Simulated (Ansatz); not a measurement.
**TePb under changes of volume**

One of the cells (33.730 Å³/atom); the others are scaled copies at fixed shape and fractional positions:

```xyz
2
Lattice="0.0000 3.2310 3.2310 3.2310 0.0000 3.2310 3.2310 3.2310 0.0000" Properties=species:S:1:pos:R:3 pbc="T T T"
Pb    0.0000    0.0000    0.0000
Te    3.2310    3.2310    3.2310
```

| Item | Value |
| --- | --- |
| Program | Ansatz 0.2.0 |
| Functional | PBE |
| Potentials or basis | Ansatz PAW earlier set |
| Cutoff | 640 eV (not typed: the program's choice for these potentials) |
| k mesh | 7 × 7 × 7 |
| Occupations | fermi-dirac, width 0.05 eV |
| Spin | no spin polarisation |

| volume (Å³/atom) | energy over the lowest point (meV/atom) | pressure (GPa) |
| --- | --- | --- |
| 31.706 | 58.06 | 5.5 |
| 32.380 | ? | ? |
| 33.055 | 21.84 | 3.2 |
| 33.730 | 10.72 | 2.1 |
| 34.404 | 3.63 | 1.2 |
| 35.079 | 0.18 | 0.4 |
| 35.753 | 0.00 | -0.3 |

**Question.** What does the run at 32.380 Å³/atom give?

**Answer.** Energy over the lowest point 37.46 meV/atom; pressure 4.3 GPa.

Worked out: A Birch-Murnaghan fit of order 3 (a polynomial in V^(-2/3)) to the other rows has its minimum at 35.45 Å³/atom with B0 = V·E''(V) = 39 GPa and B' = 4.5. It gives 37.47 meV/atom at 32.380 Å³/atom, against the run's 37.46, and -dE/dV = 4.3 GPa, against 4.3.

Energies are extrapolated to zero smearing.
